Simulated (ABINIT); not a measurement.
## How BaHfO3 absorbs and reflects light

Wanted: where BaHfO3 starts to absorb, how strongly, and its refractive index.

Program: ABINIT 10.8.3. Level of theory: DFT, PBE, plane waves with norm-conserving potentials (PseudoDojo), scalar-relativistic, independent-particle linear optical response without local fields. Results are calculated unless marked as measured.

**1. Starting point**

Symmetry: P4mm, No. 99, tetragonal system. The conventional cell has a = 4.170 Å, b = 4.170 Å, c = 4.170 Å, α = 90.00°, β = 90.00°, γ = 90.00°. Nearest to Hf lie 6 O at 2.08 to 2.09 Å. Nearest to Ba lie 12 O at 2.94 to 2.96 Å. O has 2 Hf at 2.08 to 2.09 Å and 4 Ba at 2.95 Å nearest. Nearest to O lie 2 Hf at 2.08 Å and 4 Ba at 2.94 to 2.96 Å. Farther neighbours and most contacts between anions are not listed.

Structure file:

```cif
data_structure
_symmetry_space_group_name_H-M 'P4mm'
_symmetry_Int_Tables_number 99
_cell_length_a 4.1696
_cell_length_b 4.1696
_cell_length_c 4.1704
_cell_angle_alpha 90.000
_cell_angle_beta 90.000
_cell_angle_gamma 90.000
_cell_volume 72.50
loop_
_atom_site_label
_atom_site_type_symbol
_atom_site_symmetry_multiplicity
_atom_site_Wyckoff_symbol
_atom_site_fract_x
_atom_site_fract_y
_atom_site_fract_z
_atom_site_occupancy
Hf1 Hf 1 a 0.00000 0.00000 0.49788 1
Ba1 Ba 1 b 0.50000 0.50000 0.99642 1
O1 O 1 a 0.00000 0.00000 0.99794 1
O2 O 2 c 0.50000 0.00000 0.49889 1
```

**2. Ground state, bands and velocity matrix elements**

First the ground state: is it a metal or has it a gap?

This step: DFT, PBE, plane waves with norm-conserving potentials (PseudoDojo), scalar-relativistic, ground state, bands at fixed density and velocity matrix elements (ABINIT 10.8.3).

File run.abi:

```
# ground state, bands on a dense mesh, and the derivatives d/dk of the wave functions
ndtset 3

ngkpt1 6 6 6
shiftk1 0.0 0.0 0.0
tolvrs1 1.0d-12
nband1 24
prtden1 1

iscf2 -2
getden2 1
ngkpt2 8 8 8
shiftk2 0.0 0.0 0.0
kptopt2 1
nband2 52
nbdbuf2 4
tolwfr2 1.0d-14

optdriver3 8
wfk_task3 "wfk_ddk"
prtevk3 1
getwfk3 2
getden3 1
iscf3 -2
ngkpt3 8 8 8
shiftk3 0.0 0.0 0.0
kptopt3 1
nband3 52

nshiftk 1
occopt 3
tsmear 0.001837
ecut 45.0
nstep 80
iomode 3
chksymbreak 0
chkprim 0
chksymtnons 0
acell 3*1.0 Angstrom
rprim
  4.169566799900 0.000000000000 0.000000000000
  0.000000000000 4.169566799900 0.000000000000
  0.000000000000 0.000000000000 4.170376634300
natom 5
ntypat 3
znucl 72 56 8
typat 1 2 3 3 3
xred
  0.000000000000 0.000000000000 0.497875330000
  0.500000000000 0.500000000000 0.996424960000
  0.000000000000 0.000000000000 0.997941220000
  0.500000000000 0.000000000000 0.498890140000
  0.000000000000 0.500000000000 0.498890140000
pseudos "Hf.upf, Ba.upf, O.upf"
```

The run is started by

```bash
$ mpirun -n 4 abinit run.abi
```

Numbers of over 12 decimals in the logs are rounded to 6 here.

The program printed:

```text
DATASET    1 : space group P4 m m (# 99); Bravais tP (primitive tetrag.)
 DATASET    2 : space group P4 m m (# 99); Bravais tP (primitive tetrag.)
 DATASET    3 : space group P4 m m (# 99); Bravais tP (primitive tetrag.)
            ngfft          48      48      48
                         0.01852    0.01852    0.01852    0.00463    0.00926    0.03704
                         0.03704    0.01852    0.03704    0.07407    0.03704    0.03704
                         0.03704    0.00926    0.00926    0.03704    0.03704    0.01852
                         0.03704    0.07407    0.03704    0.03704    0.03704    0.00926
                         0.00463    0.01852    0.01852    0.00926    0.01852    0.03704
                         0.01852    0.01852    0.01852    0.00463
                         0.01563    0.01563    0.00781    0.00781    0.01563    0.00781
                         0.00781    0.00781    0.00195    0.00391    0.01563    0.01563
                         0.01563    0.00781    0.01563    0.03125    0.03125    0.01563
                         0.01563    0.03125    0.01563    0.01563    0.01563    0.00391
                         0.00391    0.01563    0.01563    0.01563    0.00781    0.01563
                         0.03125    0.03125    0.01563    0.01563    0.03125    0.01563
                         0.01563    0.01563    0.00391    0.00391    0.01563    0.01563
                         0.01563    0.01563    0.00781    0.00781    0.01563    0.00781
                         0.00781    0.00781    0.00195    0.00391    0.01563    0.01563
                         0.01563    0.00781    0.01563    0.03125    0.03125    0.01563
                         0.01563    0.03125    0.01563    0.01563    0.01563    0.00391
[...]
== DATASET  1 ==================================================================
 Real(R)+Recip(G) space primitive vectors, cartesian coordinates (Bohr,Bohr^-1):
 R(1)=  7.8793393  0.0000000  0.0000000  G(1)=  0.1269142  0.0000000  0.0000000
 R(2)=  0.0000000  7.8793393  0.0000000  G(2)=  0.0000000  0.1269142  0.0000000
 R(3)=  0.0000000  0.0000000  7.8808697  G(3)=  0.0000000  0.0000000  0.1268895
 Unit cell volume ucvol=  4.8927582E+02 bohr^3
 Angles (23,13,12)=  9.00000000E+01  9.00000000E+01  9.00000000E+01 degrees
 getcut: wavevector=  0.0000  0.0000  0.0000  ngfft=  48  48  48
     iter   Etot(hartree)      deltaE(h)  residm     vres2
 ETOT  1  -134.03912417291    -1.340E+02 1.801E-01 1.450E+03
 ETOT  2  -133.79718604915     2.419E-01 4.301E-02 2.196E+03
 ETOT  3  -134.47378209993    -6.766E-01 9.167E-03 6.531E+01
 ETOT  4  -134.48985084400    -1.607E-02 5.164E-03 5.076E-01
 ETOT  5  -134.48981630881     3.454E-05 7.051E-03 3.994E-01
 ETOT  6  -134.48987461224    -5.830E-05 2.207E-03 1.269E-01
 ETOT  7  -134.48990268057    -2.807E-05 1.758E-03 2.007E-03
 ETOT  8  -134.48990293518    -2.546E-07 6.893E-04 1.660E-04
 ETOT  9  -134.48990296990    -3.472E-08 1.131E-03 2.321E-05
 ETOT 10  -134.48990297470    -4.798E-09 5.346E-04 4.964E-07
 ETOT 11  -134.48990297473    -3.666E-11 1.326E-03 1.723E-08
 ETOT 12  -134.48990297474    -1.063E-11 5.453E-04 4.251E-10
 ETOT 13  -134.48990297474     3.439E-12 1.030E-03 7.262E-11
 ETOT 14  -134.48990297474    -9.379E-13 3.523E-04 1.256E-12
 ETOT 15  -134.48990297474    -2.274E-12 5.325E-04 2.621E-13
 At SCF step   15       vres2   =  2.62E-13 < tolvrs=  1.00E-12 =>converged.
 Cartesian components of stress tensor (hartree/bohr^3)
  sigma(1 1)= -1.19883691E-04  sigma(3 2)=  0.00000000E+00
  sigma(2 2)= -1.19883691E-04  sigma(3 1)=  0.00000000E+00
  sigma(3 3)= -1.18265867E-04  sigma(2 1)=  0.00000000E+00
 Mean square residual over all n,k,spin=   23.699E-07; max=  53.252E-05
 Fermi (or HOMO) energy (hartree) =   0.29336   Average Vxc (hartree)=  -0.40903
 Eigenvalues (hartree) for nkpt=  40  k points:
 kpt#   1, nband= 24, wtk=  0.00463, kpt=  0.0000  0.0000  0.0000 (reduced coord)
  -1.96953   -0.82144   -0.82144   -0.82143   -0.69425   -0.37782   -0.35856   -0.35852
  -0.14784   -0.14783   -0.14783    0.17148    0.17152    0.17152    0.19658    0.19661
   0.19661    0.22550    0.22551    0.22551    0.36672    0.36672    0.36675    0.40692
   2.00000    2.00000    2.00000    2.00000    2.00000    2.00000    2.00000    2.00000
   2.00000    2.00000    2.00000    2.00000    2.00000    2.00000    2.00000    2.00000
   2.00000    2.00000    2.00000    2.00000    0.00000    0.00000    0.00000    0.00000
kinetic             :  5.43440711301519E+01
hartree             :  2.51057529733904E+01
xc                  : -3.36659097784403E+01
Ewald energy        : -9.95046223979236E+01
psp_core            :  5.50055060586250E+00
local_psp           : -8.47611461820168E+01
non_local_psp       : -1.50859932576620E+00
internal            : -1.34489902974742E+02
'-kT*entropy'       :  3.13157055192978E-15
total_energy        : -1.34489902974742E+02
total_energy_eV     : -3.65965669603022E+03
 Cartesian components of stress tensor (hartree/bohr^3)
  sigma(1 1)= -1.19883691E-04  sigma(3 2)=  0.00000000E+00
  sigma(2 2)= -1.19883691E-04  sigma(3 1)=  0.00000000E+00
  sigma(3 3)= -1.18265867E-04  sigma(2 1)=  0.00000000E+00
-Cartesian components of stress tensor (GPa)         [Pressure=  3.5112E+00 GPa]
== DATASET  2 ==================================================================
 Real(R)+Recip(G) space primitive vectors, cartesian coordinates (Bohr,Bohr^-1):
 R(1)=  7.8793393  0.0000000  0.0000000  G(1)=  0.1269142  0.0000000  0.0000000
 R(2)=  0.0000000  7.8793393  0.0000000  G(2)=  0.0000000  0.1269142  0.0000000
 R(3)=  0.0000000  0.0000000  7.8808697  G(3)=  0.0000000  0.0000000  0.1268895
 Unit cell volume ucvol=  4.8927582E+02 bohr^3
 Angles (23,13,12)=  9.00000000E+01  9.00000000E+01  9.00000000E+01 degrees
 getcut: wavevector=  0.0000  0.0000  0.0000  ngfft=  48  48  48
 Mean square residual over all n,k,spin=   46.087E-16; max=  99.995E-16
 Eigenvalues (hartree) for nkpt=  75  k points:
 kpt#   1, nband= 52, wtk=  0.00195, kpt=  0.0000  0.0000  0.0000 (reduced coord)
  -1.96953   -0.82144   -0.82144   -0.82143   -0.69425   -0.37782   -0.35856   -0.35852
  -0.14784   -0.14783   -0.14783    0.17148    0.17152    0.17152    0.19658    0.19661
   0.19661    0.22550    0.22551    0.22551    0.36672    0.36672    0.36675    0.40688
   0.40694    0.44928    0.54850    0.54861    0.55880    0.55881    0.55881    0.73254
   0.79534    0.79540    0.79540    0.86096    0.90878    0.90893    0.90893    1.00963
   1.00981    1.09822    1.09852    1.09852    1.13557    1.13557    1.13569    1.25848
   1.25854    1.25854    1.28013    1.28038
== DATASET  3 ==================================================================
            ngfft          48      48      48
[...]
0.01852    0.01852    0.01852    0.00463
[...]
0.01563    0.01563    0.00391    0.00391    0.01563    0.01563
                         0.01563    0.01563    0.00781    0.00781    0.01563    0.00781
                         0.00781    0.00781    0.00195    0.00391    0.01563    0.01563
                         0.01563    0.00781    0.01563    0.03125    0.03125    0.01563
                         0.01563    0.03125    0.01563    0.01563    0.01563    0.00391
                         0.00391    0.01563    0.01563    0.01563    0.00781    0.01563
                         0.03125    0.03125    0.01563    0.01563    0.03125    0.01563
                         0.01563    0.01563    0.00391    0.00391    0.01563    0.01563
[shortened to cell, iterations, levels, energies and stress; the echo of variables, forces, comments, warnings and credits are left out]
```

Run time: 3.9 min. Hardware: 4 MPI ranks of Intel Xeon 6975P-C (Granite Rapids), shared host; peak memory 0.2 GiB.

Numbers from this step:

| Quantity | Value |
| --- | --- |
| total energy | -134.5 Ha |
| gap on the k-mesh | 3.661 eV |
| direct gap on the mesh | 3.842 eV |

There is a gap, 3.66 eV on this mesh (points off the mesh can give less), so no carriers' term is needed.

**3. Optical response**

With the density converged, the vertical transitions are summed over the zone.

This step: DFT, PBE, plane waves with norm-conserving potentials (PseudoDojo), scalar-relativistic, independent-particle linear optical response without local fields (ABINIT 10.8.3).

File optic.abi:

```
&FILES
 ddkfile_1 = 'runo_DS3_1_EVK.nc',
 ddkfile_2 = 'runo_DS3_2_EVK.nc',
 ddkfile_3 = 'runo_DS3_3_EVK.nc',
 wfkfile = 'runo_DS2_WFK.nc'
/
&PARAMETERS
 broadening = 0.001837,
 domega = 0.0020212,
 maxomega = 0.80849,
 scissor = 0.0,
 tolerance = 0.002,
 nband_sum = 48
/
&COMPUTATIONS
 num_lin_comp = 2,
 lin_comp = 11, 33,
 num_nonlin_comp = 0,
 num_linel_comp = 0,
 num_nonlin2_comp = 0
/
```

The run is started by

```bash
$ optic optic.abi
```

The program printed:

```text

 OPTIC has originally been developed by
 S. Sharma, J. K. Dewhurst and C. Ambrosch-Draxl, Phys. Rev. B 67, 165332 (2003), and
 S. Sharma and C. Ambrosch-Draxl, Physica Scripta T 109 (2004).

 rprimd(bohr)      =   7.87934   0.00000   0.00000
                       0.00000   7.87934   0.00000
                       0.00000   0.00000   7.88087
 natom             =       5
 nkpt,mband        =      75      52
 ecut              =  45.00000 Ha
 newocc: new Fermi energy is       0.310187 , with nelect=     40.000000, Number of bisection calls: 4
 Fermi level: 8.4406  (eV)

 fermie            =   0.31019 Ha   8.44061 eV
 Scissor shift     =   0.00000 Ha
 Tolerance on closeness to singularities     =   0.00200 Ha
 Smearing factor      =   0.00184 Ha
 Will use the antiresonant approximation (meaning that the antiresonant terms are neglected)
 Will not perform the bands decomposition
 linear coeffs to be calculated :
 11 33
 non-linear coeffs to be calculated :

 electronic part of electro-optic coeffs to be calculated :

 non-linear coeffs (V2) to be calculated :

 linear optic matrix elements will be printed :0
 optic : Call pmat2cart
 No scissor shift to be applied. Returning to main optic routine.
 optic : Call linopt
  linopt            1           1
 calculated the component:           1           1   of dielectric function
  with broadening:         (0.000000,1.83700000000000009E-003)
 and scissors shift:   0.000000
 energy window:   87.838503      eV   3.228005      Ha
  linopt            3           3
 calculated the component:           3           3   of dielectric function
  with broadening:         (0.000000,1.83700000000000009E-003)
 and scissors shift:   0.000000
 energy window:   87.838503      eV   3.228005      Ha
 optic : Call nlinopt
 optic : Call linelop
 optic : Call nonlinopt

================================================================================

 Calculation completed.
-
program: optic
version: 10.8.3
start_datetime:
end_datetime:
overall_cpu_time:           0.5
overall_wall_time:           0.5
mpi_procs: 1
omp_threads: 1
...
```

Wall time 1.1 s (1 thread); peak memory 0.07 GiB.

This step gave:

| Property | Result |
| --- | --- |
| electronic dielectric constant ε∞, mean over x, y and z (by symmetry where fewer were run) | 4.639 |

The Im ε, E ∥ x or z has structure finer than the step of the table below, so its rows give means over 0.5 eV, whole bins alone (the curve runs from 0.0550 to 21.9 eV). Peaks (eV: height): 5.94: 6.51, 6.54: 8.55, 6.82: 9.25, 7.86: 6.04, 8.08: 5.33, 9.62: 6.12, 10.12: 5.82.

Sum at mesh points, not converged in k; values under the direct gap are tails of Lorentzian lines. The Im ε, E ∥ x or z by photon energy; means over each step:

```csv
photon energy (eV),"Im ε, E ∥ x or z"
0.5,0.00297
1.0,0.00618
1.5,0.00991
2.0,0.0146
2.5,0.0212
3.0,0.0317
3.5,0.0590
4.0,0.273
4.5,0.959
5.0,2.74
5.5,3.11
6.0,5.07
6.5,7.06
7.0,6.61
7.5,4.01
8.0,4.50
8.5,3.89
9.0,4.33
9.5,4.76
10.0,4.69
10.5,5.20
11.0,3.48
11.5,3.37
12.0,1.61
12.5,1.18
13.0,1.12
13.5,1.43
14.0,2.06
14.5,1.59
15.0,1.46
15.5,1.86
16.0,2.10
16.5,2.81
17.0,3.38
17.5,3.02
18.0,3.04
18.5,3.31
19.0,3.18
19.5,3.01
20.0,1.60
20.5,1.01
21.0,0.841
21.5,0.932
```

The reflectivity at normal incidence, E ∥ x or z has structure finer than the step of the table below, so its rows give means over 1 eV, whole bins alone (the curve runs from 0.0550 to 21.9 eV). Peaks (eV: height): 6.9: 37.3, 10.8: 38.4, 11.4: 33.8, 11.7: 47.5, 19.0: 30.4, 19.9: 48.9, 20.3: 54.6.

Sum at mesh points, not converged in k. The reflectivity at normal incidence, E ∥ x or z by photon energy; means over each step:

photon energy (eV), reflectivity at normal incidence, E ∥ x or z (%) and a bar from the least value:
```
        1       13.6 ####
        2       14.3 #####
        3       15.7 ######
        4       18.9 ########
        5       23.4 ############
        6       26.8 ##############
        7       29.1 ################
        8       20.6 ##########
        9       21.4 ##########
       10       26.2 ##############
       11       30.9 #################
       12       29.7 #################
       13        8.0 
       14       10.9 ##
       15        8.4 
       16       11.3 ###
       17       19.0 ########
       18       20.7 ##########
       19       30.0 #################
       20       47.3 ##############################
       21       39.1 ########################
```

The loss function −Im 1/ε at q → 0, E ∥ x or z has structure finer than the step of the table below, so its rows give means over 0.5 eV, whole bins alone (the curve runs from 0.0550 to 21.9 eV). Peaks (eV: height): 11.49: 0.364, 12.70: 1.10, 13.03: 0.761, 14.74: 0.561, 15.34: 0.409, 17.93: 0.388, 21.50: 1.21.

Sum at mesh points, not converged in k; values under the direct gap are tails of Lorentzian lines. Loss function −Im 1/ε at q → 0, E ∥ x or z against energy loss; means over each step:

energy loss (eV), loss function −Im 1/ε at q → 0, E ∥ x or z and a bar:
```
      0.5       0.00 
      1.0       0.00 
      1.5       0.00 
      2.0       0.00 
      2.5       0.00 
      3.0       0.00 
      3.5       0.00 
      4.0       0.01 
      4.5       0.02 #
      5.0       0.04 #
      5.5       0.06 ##
      6.0       0.06 ##
      6.5       0.08 ###
      7.0       0.15 #####
      7.5       0.19 ######
      8.0       0.19 ######
      8.5       0.17 ######
      9.0       0.18 ######
      9.5       0.17 #####
     10.0       0.19 ######
     10.5       0.19 ######
     11.0       0.28 #########
     11.5       0.27 #########
     12.0       0.53 #################
     12.5       0.83 ##########################
     13.0       0.60 ###################
     13.5       0.33 ##########
     14.0       0.35 ###########
     14.5       0.48 ###############
     15.0       0.31 ##########
     15.5       0.32 ##########
     16.0       0.25 ########
     16.5       0.25 ########
     17.0       0.26 ########
     17.5       0.31 ##########
     18.0       0.32 ##########
     18.5       0.30 #########
     19.0       0.31 ##########
     19.5       0.24 ########
     20.0       0.34 ###########
     20.5       0.43 ##############
     21.0       0.77 ########################
     21.5       0.95 ##############################
```

Optical constants at common wavelengths, from n + ik = √ε:

```csv
wavelength (nm),n,k,R (%),1/α
1550,2.16,0.001,13.5,110 µm
1064,2.17,0.002,13.7,50 µm
800,2.19,0.002,13.9,27 µm
633,2.21,0.003,14.2,16 µm
450,2.28,0.006,15.2,6.4 µm
405,2.32,0.007,15.8,4.5 µm
193,2.78,1.265,30.0,12 nm
```

Below the direct gap, k and the depth come from the tails of the Lorentzian lines, not from transitions.

Rows near the edge hang on the gap, which this functional as a rule makes too small, and phonon-assisted absorption is left out.

**4. Summary of results**

```yaml
electronic_dielectric_constant_eps_infinity_mean_over_x_y_and_z_by_symmetry_where_fewer_were_run_independent_particles: 4.64
```

What this shows: At this level (PBE, independent particles) BaHfO3 has ε∞ = 4.64 and n = 2.16 at 1550 nm. On the mesh the gap is 3.66 eV and the least direct gap 3.84 eV, so on this mesh the band edges lie at different points. Excitons and phonon-assisted transitions are missing, and so are local fields; PBE gaps are as a rule too small, which pulls the onset down and ε∞ up. Spin-orbit coupling is left out although heavy atoms are present. The sum runs over mesh points 0.19 Å⁻¹ apart with no interpolation, so peaks are partly noise of the mesh and static values carry its error. Besides steps told in other documents, this task had 1 run with a known fault of program or setting; those not told in a step above aren't shown.

[Logs are printed without paths, hosts, clocks, repeated set-up lines and the standing remarks that a program may print on its own settings, such as how far it seeks lower states.]

[Hosts, paths, dates, database ids (printed as entryN), source tags and the programs' standing remarks are cut or masked in the printed files.]
